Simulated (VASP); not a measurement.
# Na (I4/mmm) in VASP: a series of runs

Runs on Na. Level: PBEsol. Tasks: single point.

Everything below comes from runs of VASP 6.6.1. Logs are shortened: lines on timing, memory, paths and dates and some standing lists are left out, and cuts for length are marked.

### 1 The cell of the first run

The structure is tetragonal, space group I4/mmm (No. 139). The conventional cell has a = 4.447 Å, b = 4.447 Å, c = 4.023 Å, α = 90.00°, β = 90.00°, γ = 90.00°. Na (site symmetry 4/mmm) has 10 Na at 3.73 to 4.02 Å as nearest neighbours.

This isn't the form of Na at room conditions, which is bcc.

### 2 Single point, PBEsol (strain +0.050 along x and y, -0.050 along z, atoms carried along)

Contents of INCAR:

```
ALGO     = Fast           # electronic algorithm
EDIFF    = 1E-7           # SCF threshold, eV
ENCUT    = 520            # plane-wave cutoff, eV
GGA      = PS             # functional
ISIF     = 2              # what is computed and relaxed
ISMEAR   = 0              # smearing method
LASPH    = True           # aspherical terms in the spheres
LCHARG   = False          # write CHGCAR
LREAL    = False          # projectors in reciprocal space
LWAVE    = False          # write WAVECAR
NBANDS   = 10             # bands
NELM     = 100            # most SCF steps
PREC     = Accurate       # precision mode
SIGMA    = 0.15           # smearing width, eV
```

Contents of KPOINTS:

```
k-points
0
Gamma
  16 16 16
```

Contents of POSCAR:

```
Na
1.0
   -2.2233750000      2.2233750000      2.0116250000
    2.2233750000     -2.2233750000      2.0116250000
    2.2233750000      2.2233750000     -2.0116250000
Na
1
Direct
    0.0000000000      0.0000000000      0.0000000000
```

Potentials or basis: VASP PAW PBE potentials, release 64 (Na_pv).

Command:

```
cat potpaw_PBE.64/Na_pv/POTCAR > POTCAR
mpirun -np 1 vasp_std > vasp.out
```

OUTCAR:

```text
EDIFF = 1E-7
   ENCUT = 520
   GGA = PS
   ISIF = 2
   ISMEAR = 0
   LASPH = True
   LREAL = False
   NELM = 100
   PREC = Accurate

 ion  position               nearest neighbor table
   1  0.000  0.000  0.000-

  LATTYP: Found a body centered tetragonal cell.
 ALAT       =     4.4467500000
 C/A-ratio  =     0.9047619048

  Lattice vectors:

 A1 = (  -2.2233750000,   2.2233750000,   2.0116250000)
 A2 = (   2.2233750000,  -2.2233750000,   2.0116250000)
 A3 = (   2.2233750000,   2.2233750000,  -2.0116250000)

Analysis of symmetry for initial positions (statically):
=====================================================================
 Subroutine PRICEL returns:
 Original cell was already a primitive cell.

 Routine SETGRP: Setting up the symmetry group for a
 body centered tetragonal supercell.

 Subroutine GETGRP returns: Found 16 space group operations
 (whereof 16 operations were pure point group operations)
 out of a pool of 16 trial point group operations.

The static configuration has the point symmetry D_4h.

Analysis of symmetry for dynamics (positions and initial velocities):
=====================================================================
 Subroutine PRICEL returns:
 Original cell was already a primitive cell.

 Routine SETGRP: Setting up the symmetry group for a
 body centered tetragonal supercell.

 Subroutine GETGRP returns: Found 16 space group operations
 (whereof 16 operations were pure point group operations)
 out of a pool of 16 trial point group operations.

The dynamic configuration has the point symmetry D_4h.

 Subroutine INISYM returns: Found 16 space group operations
 (whereof 16 operations are pure point group operations),
 and found     1 'primitive' translations

----------------------------------------------------------------------------------------

                                     Primitive cell

  volume of cell :      39.7770

  direct lattice vectors                    reciprocal lattice vectors
    -2.223375000  2.223375000  2.011625000     0.000000000  0.224883342  0.248555272
     2.223375000 -2.223375000  2.011625000     0.224883342  0.000000000  0.248555272
     2.223375000  2.223375000 -2.011625000     0.224883342  0.224883342  0.000000000

  length of vectors
     3.732750718  3.732750718  3.732750718     0.335189858  0.335189858  0.318033072

  position of ions in fractional coordinates (direct lattice)
     0.000000000  0.000000000  0.000000000

  ion indices of the primitive-cell ions
   primitive index   ion index
                 1           1
[... 79 lines left out ...]
   ISYM   =      2    0-nonsym 1-usesym 2-fastsym
   POTIM  = 0.5000    time-step for ionic-motion
   TEBEG  =    0.0;   TEEND  =   0.0 temperature during run
   PSTRESS=    0.0 pullay stress
   NELECT =       7.0000    total number of electrons
   NUPDOWN=      -1.0000    fix difference up-down
   EMIN   =  10.00;   EMAX   =-10.00  energy-range for DOS
   EFERMI =   0.00;   METHOD = LEGACY
   ISMEAR =     0;   SIGMA  =   0.15  broadening in eV -4-tet -1-fermi 0-gaus
   EFERMI_NEDOS =   21; number of points for ismear=-14 and -15
   IALGO  =     68    algorithm
   IMIX   =      4    mixing-type and parameters
     AMIX     =   0.40;   BMIX     =  1.00
     AMIX_MAG =   1.60;   BMIX_MAG =  1.00
  volume/ion in A,a.u.               =      39.78       268.43
  Fermi-wavevector in a.u.,A,eV,Ry     =   0.917410  1.733653 11.451217  0.841641
  Thomas-Fermi vector in A             =   2.042375
   LORBIT       =      0    0 simple, 1 ext, 2 COOP (PROOUT), +10 PAW based schemes
   GGA     = PS    functional components
   LHFCALC =     F    Hartree Fock is set to
   AEXX    =    0.0000 exact exchange contribution
   IVDW    =     0    specifies the selected vdW correction
   LEPSILON=     F    determine dielectric tensor
   LRPA    =     F    only Hartree local field effects (RPA)
 non-spin polarized calculation
 RMM-DIIS sequential band-by-band and
 Gauss-broadening in eV      SIGMA  =   0.15
  energy-cutoff  :      520.00
  volume of cell :       39.78
 maximum number of plane-waves:      1087
   NGX = 13   NGY = 13   NGZ = 13

 number of electron       7.0000008 magnetization

 Free energy of the ion-electron system (eV)
  ---------------------------------------------------
  ext. energy  EPLUGINS =         0.00000000
  ---------------------------------------------------
  free energy    TOTEN  =        -1.39367109 eV

  energy without entropy =       -1.38838039  energy(sigma->0) =       -1.39102574

 E-fermi :   0.1097     XC(G=0):  -6.3183

 val. band max:        0.1054417066   @ k =   0.5000   0.3750  -0.0000
 cond. band min:       0.1102063581   @ k =  -0.2500   0.3750   0.2500
 fundamental gap:      0.0047646515
 Fermi energy:         0.1097092598

 k-point     1 :       0.0000    0.0000    0.0000
  band No.  band energies     occupation
      1     -24.7330      2.00000
      2     -24.7323      2.00000
      3     -24.7323      2.00000
      4      -3.0178      2.00000
      5      10.4622      0.00000
      6      11.6563      0.00000
      7      11.9192      0.00000
      8      11.9192      0.00000
      9      11.9785      0.00000
     10      11.9785      0.00000
[... 287 lines left out ...]
 k-point    24 :      -0.0625    0.0625    0.0000
  band No.  band energies     occupation
      1     -24.7334      2.00000
      2     -24.7333      2.00000
      3     -24.7323      2.00000
      4      -2.9565      2.00000
      5       9.6083      0.00000
      6      11.2076      0.00000
      7      11.5995      0.00000
      8      11.7325      0.00000
      9      11.9467      0.00000
     10      12.5572      0.00000

 [... further k-points ...]

------------------------ aborting loop because EDIFF is reached ----------------------------------------

  FORCE on cell =-STRESS in cart. coord.  units (eV):
  Direction    XX          YY          ZZ          XY          YZ          ZX
  --------------------------------------------------------------------------------------
  -------------------------------------------------------------------------------------
  Total       -0.1650702     -0.1650702     -0.1066993      0.0000000      0.0000000      0.0000000
  in kB       -6.6488538     -6.6488538     -4.2977345      0.0000000      0.0000000      0.0000000
  external PRESSURE =      -5.8651474 kB  Pullay stress =       0.0000000 kB

 VOLUME and BASIS-vectors are now :
 -----------------------------------------------------------------------------
  energy-cutoff  :      520.00
  volume of cell :       39.78
      direct lattice vectors                 reciprocal lattice vectors
    -2.223375000  2.223375000  2.011625000     0.000000000  0.224883342  0.248555272
     2.223375000 -2.223375000  2.011625000     0.224883342  0.000000000  0.248555272
     2.223375000  2.223375000 -2.011625000     0.224883342  0.224883342  0.000000000

 POSITION                                       TOTAL-FORCE (eV/Angst)
 -----------------------------------------------------------------------------------
      0.00000      0.00000      0.00000         0.000000      0.000000      0.000000
 -----------------------------------------------------------------------------------
    total drift:                                0.000000      0.000000      0.000000

  FREE ENERGIE OF THE ION-ELECTRON SYSTEM (eV)
  ---------------------------------------------------
  free  energy   TOTEN  =        -1.3936710902 eV

  energy  without entropy=       -1.3883803892  energy(sigma->0) =       -1.39102574
```

OSZICAR:

```text
N       E                     dE             d eps       ncg     rms          rms(c)
DAV:   1     0.275530658152E+02    0.27553E+02   -0.37432E+03  6988   0.568E+02
DAV:   2    -0.787342699345E+00   -0.28340E+02   -0.28206E+02  7210   0.145E+02
DAV:   3    -0.139034880042E+01   -0.60301E+00   -0.60253E+00  8464   0.235E+01
DAV:   4    -0.139547545276E+01   -0.51267E-02   -0.51262E-02  8204   0.214E+00
DAV:   5    -0.139555196978E+01   -0.76517E-04   -0.76516E-04  7936   0.257E-01    0.230E-01
RMM:   6    -0.139407676079E+01    0.14752E-02   -0.16551E-03  9409   0.536E-01    0.141E-01
RMM:   7    -0.139370372062E+01    0.37304E-03   -0.14611E-03  9618   0.441E-01    0.456E-02
RMM:   8    -0.139366272592E+01    0.40995E-04   -0.29746E-04  9346   0.310E-01    0.313E-03
RMM:   9    -0.139366985903E+01   -0.71331E-05   -0.65093E-05 10646   0.991E-02    0.302E-03
RMM:  10    -0.139367059065E+01   -0.73162E-06   -0.11710E-05 10341   0.574E-02    0.179E-03
RMM:  11    -0.139367131790E+01   -0.72725E-06   -0.38763E-06 10079   0.240E-02    0.251E-03
RMM:  12    -0.139367104901E+01    0.26890E-06   -0.15447E-06  9383   0.223E-02    0.352E-04
RMM:  13    -0.139367109017E+01   -0.41169E-07   -0.48598E-07  6098   0.922E-03
   1 F= -.13936711E+01 E0= -.13910257E+01  d E =-.529070E-02
```

It took 60 s on 1 thread of AMD EPYC 9R45 (Zen 5), shared host; peak memory 0.2 GiB.

What came out:

```yaml
Free_energy: -1.3937 eV
Pressure: -0.6 GPa
Band_gap_on_the_k_mesh: none (metal or under the smearing width)
```

Stress tensor (GPa, compression positive):
```
-0.66  0.00  0.00
 0.00 -0.66  0.00
 0.00  0.00 -0.43
```

Caveat: the PAW data sets were made with another functional, which shifts forces and pressure a little.

### 3 Single point, PBEsol (strain -0.025 along x and y, +0.000 along z, atoms carried along)

Contents of INCAR:

```
PREC = Accurate
ENCUT = 520
EDIFF = 1E-6
ISMEAR = 0
SIGMA = 0.15
LREAL = False
LASPH = True
NELM = 100
ALGO = Fast
ISIF = 2
LWAVE = False
LCHARG = False
GGA = PS
NBANDS = 10
```

Contents of KPOINTS:

```
regular mesh
0
Gamma
  16 16 16
```

Contents of POSCAR:

```
Na
1.0
   -2.0645625000      2.0645625000      2.1175000000
    2.0645625000     -2.0645625000      2.1175000000
    2.0645625000      2.0645625000     -2.1175000000
Na
1
Direct
    0.0000000000      0.0000000000      0.0000000000
```

Potentials or basis: VASP PAW PBE potentials, release 64 (Na_pv).

Command:

```
cat potpaw_PBE.64/Na_pv/POTCAR > POTCAR
mpirun -np 1 vasp_std > vasp.out
```

Run time: 55 s. Hardware: 1 thread of AMD EPYC 9R45 (Zen 5), shared host; peak memory 0.19 GiB.

It converged, with:

* Free energy: -1.4023 eV
* Pressure: 0.1 GPa
* Band gap on the k mesh: none (metal or under the smearing width)

Levels at points of the mesh, in eV from the Fermi level:
| k point | band 1 | band 2 | band 3 | band 4 | band 5 | band 6 |
| --- | --- | --- | --- | --- | --- | --- |
| (0.00, 0.00, 0.00) | -24.77 | -24.77 | -24.76 | -3.33 | 11.78 | 11.78 |
| (0.50, 0.00, 0.00) | -24.80 | -24.78 | -24.76 | 0.72 | 1.22 | 8.42 |
| (0.50, 0.50, 0.00) | -24.80 | -24.78 | -24.77 | 0.82 | 1.33 | 8.10 |
| (0.50, 0.50, 0.50) | -24.79 | -24.79 | -24.79 | 4.44 | 4.67 | 4.69 |

Caveat: the PAW data sets were made with another functional, which shifts forces and pressure a little.

### 4 Single point, PBEsol (strain -0.025 along x and y, +0.025 along z, atoms carried along)

Contents of INCAR:

```
SYSTEM = Na
PREC = Accurate ; ENCUT = 520
EDIFF = 1E-6 ; ISMEAR = 0
SIGMA = 0.15 ; LREAL = .False.
LASPH = .True. ; NELM = 100
ALGO = Fast ; ISIF = 2
LWAVE = .False. ; LCHARG = .False.
GGA = PS ; NBANDS = 10
```

Contents of KPOINTS:

```
Automatic mesh
0
Gamma
  16 16 16
  0 0 0
```

Contents of POSCAR:

```
Na
1.0
   -2.0645625000      2.0645625000      2.1704375000
    2.0645625000     -2.0645625000      2.1704375000
    2.0645625000      2.0645625000     -2.1704375000
Na
1
Direct
    0.0000000000      0.0000000000      0.0000000000
```

Command:

```
cat potpaw_PBE.64/Na_pv/POTCAR > POTCAR
mpirun -np 1 vasp_std > vasp.out
```

Run time: 54 s. Hardware: 1 thread of AMD EPYC 9R45 (Zen 5), shared host; peak memory 0.2 GiB.

Results (log left out):

```
Free energy            : -1.4019 eV
Pressure               : -0.1 GPa
Band gap on the k mesh : none (metal or under the smearing width)
```

Levels at points of the mesh, in eV from the Fermi level:
| k point | band 2 | band 3 | band 4 | band 5 | band 6 | band 7 |
| --- | --- | --- | --- | --- | --- | --- |
| (0.00, 0.00, 0.00) | -24.78 | -24.78 | -3.28 | 11.52 | 11.52 | 12.26 |
| (0.50, 0.00, 0.00) | -24.79 | -24.78 | 0.69 | 1.16 | 8.43 | 9.40 |
| (0.50, 0.50, 0.00) | -24.80 | -24.78 | 0.88 | 1.38 | 7.81 | 8.76 |
| (0.50, 0.50, 0.50) | -24.81 | -24.81 | 4.27 | 4.34 | 4.74 | 5.19 |

Caveat: the PAW data sets were made with another functional, which shifts forces and pressure a little.

### 5 Overview

```tsv
cell	further INCAR settings	gap on the mesh (eV)	pressure (GPa)
strain +0.050 along x and y, -0.050 along z, atoms carried along	ALGO = Fast; EDIFF = 1e-07; NBANDS = 10	none	-0.6
strain -0.025 along x and y, +0.000 along z, atoms carried along	ALGO = Fast; EDIFF = 1e-06; NBANDS = 10	none	0.1
strain -0.025 along x and y, +0.025 along z, atoms carried along	ALGO = Fast; EDIFF = 1e-06; NBANDS = 10	none	-0.1
```

Alike in all rows: task single point; level PBEsol; potentials or basis VASP PAW PBE potentials, release 64 (Na_pv); no spin polarisation; k mesh 16 × 16 × 16; cutoff (eV) 520; smearing gaussian 0.15 eV.

Caveats: the PAW data sets were made with another functional, which shifts forces and pressure a little.

Total energies depend on the potentials used, so only differences within one code and one set of settings carry meaning.
